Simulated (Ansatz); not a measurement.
# TiAl: the cost of one run

Program: Ansatz 0.2.0. Level of theory: DFT PBEsol, scalar-relativistic. These are calculated values, not measurements.

**1. Starting point**

The structure is tetragonal, space group P4/mmm (No. 123). Conventional cell: a = 2.837 Å, b = 2.837 Å, c = 4.059 Å, α = 90.00°, β = 90.00°, γ = 90.00°. Ti (site symmetry 4/mmm) is surrounded by 4 Ti at 2.84 Å and 8 Al at 2.85 Å. Al (site symmetry 4/mmm) has 4 Al at 2.84 Å and 8 Ti at 2.85 Å as nearest neighbours.

Structure file:

```xyz
2
Lattice="2.8373 0.0000 0.0000 0.0000 2.8373 0.0000 0.0000 0.0000 4.0591" Properties=species:S:1:pos:R:3 pbc="T T T"
Ti    0.0000    0.0000    0.0000
Al    1.4186    1.4186    2.0295
```

Structure: COD 1532769, as refined from experiment and not relaxed.

Atoms are numbered in the order of the input: Ti1, Al2.

**2. Volume × 0.94, LAPW**

Input file input.yaml:

```yaml
crystal:
  lattice:
    - [2.7793796663, 0.0, 0.0]
    - [0.0, 2.7793796663, 0.0]
    - [0.0, 0.0, 3.9762379739]
  atoms:
    - { symbol: Ti, position: [0.0, 0.0, 0.0] }
    - { symbol: Al, position: [0.5, 0.5, 0.5] }
kpoints:
  mp_grid: { grid: [12, 12, 8] }
  band_path:
    path:
      - [0.0, 0.0, 0.0]
      - [0.0, 0.5, 0.0]
      - [0.5, 0.5, 0.0]
      - [0.0, 0.0, 0.0]
      - [0.0, 0.0, 0.5]
      - [0.0, 0.5, 0.5]
      - [0.5, 0.5, 0.5]
      - [0.0, 0.0, 0.5]
      - [0.0, 0.5, 0.0]
    npoints: 5
scf:
  occupations: { method: fermi_dirac, width: 0.05 }
hamiltonian:
  xc: pbesol
  pseudopotentials: { kind: all_electron, lapw: { basis_error: 0.001 } }
output:
  forces: true
  stress: true
  eigenvalues: true
```

Run with:

```console
> ansatz run input.yaml --threads 1 --pin off --max-ram 3072MiB --backend cpu --events-out ev --progress --plain --runs-dir out
```

**Question.** How long does this run take on 1 thread of Arm Neoverse N1, shared host, and how much memory does it need?

About 30 s, with a peak of 0.42 GiB.
